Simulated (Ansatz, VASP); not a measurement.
# One calculation of MgO, two programs

The input POSCAR:

```
MgO
1.0
    0.0000000000      2.1351500000      2.1351500000
    2.1351500000      0.0000000000      2.1351500000
    2.1351500000      2.1351500000      0.0000000000
Mg O
1 1
Direct
    0.0000000000      0.0000000000      0.0000000000
    0.5000000000      0.5000000000      0.5000000000
```

INCAR.step1

```
PREC = Accurate
ENCUT = 600
ISMEAR = 0
SIGMA = 0.02
LREAL = F
LASPH = T
NELM = 60
GGA = PE
ALGO = Normal
EDIFF = 1E-4
LWAVE = T
LCHARG = F
```

INCAR.step2

```
PREC = Accurate
ENCUT = 600
EDIFF = 1E-7
ISMEAR = 0
SIGMA = 0.02
LREAL = F
LASPH = T
NELM = 60
ALGO = Normal
ISIF = 3
LWAVE = F
LCHARG = F
METAGGA = R2SCAN
LMIXTAU = T
IBRION = 2
NSW = 100
EDIFFG = -0.005
ISTART = 1
```

The input KPOINTS:

```
regular mesh
0
Gamma
  10 10 10
```

Input for Ansatz:

```yaml
crystal:
  lattice:
    - [0.0, 2.13515, 2.13515]
    - [2.13515, 0.0, 2.13515]
    - [2.13515, 2.13515, 0.0]
  atoms:
    - { symbol: Mg, position: [0.0, 0.0, 0.0] }
    - { symbol: O, position: [0.5, 0.5, 0.5] }
basis:
  ecutwfc: 500
kpoints:
  mp_grid: { grid: [10, 10, 10] }
hamiltonian:
  xc: r2scan
scf:
  occupations: { method: gaussian, width: 0.02 }
output:
  forces: true
  stress: true
  eigenvalues: true
relax:
  adjacent_minimum: "off"
  f_tol: 0.005
  max_steps: 80
  cell: { stress_tol: 0.05 }
```

Alike in both runs: task relaxation of cell and atoms; functional r2SCAN; k mesh 10 × 10 × 10; occupations gaussian, width 0.02 eV; no spin polarisation.

```csv
,VASP,Ansatz
version,VASP 6.6.1,Ansatz 0.2.0
potentials or method,"VASP PAW PBE potentials, release 64 (Mg, O)","scalar-relativistic, plane waves, PAW"
plane-wave cutoff (eV),600,500
valence electrons in the cell,8,16
```

```tsv
	VASP	Ansatz	Ansatz less VASP
gap on the k mesh at the Fermi level, each at its own relaxed structure (eV)	5.75	5.69	-0.065
relaxed volume (Å³/atom)	9.21	9.29	+0.077
relaxed cell length with the largest relative difference (Å)	2.965	2.973	+0.0083
energy change over the relaxation (meV/atom)	-14	-10	+4.2
```

The two sets of potentials don't hold the same shells in valence.

Caveats: the PAW data sets were made with another functional, which shifts forces and pressure a little (VASP). r2SCAN opens gaps a little over a GGA but as a rule still falls short of measured ones.
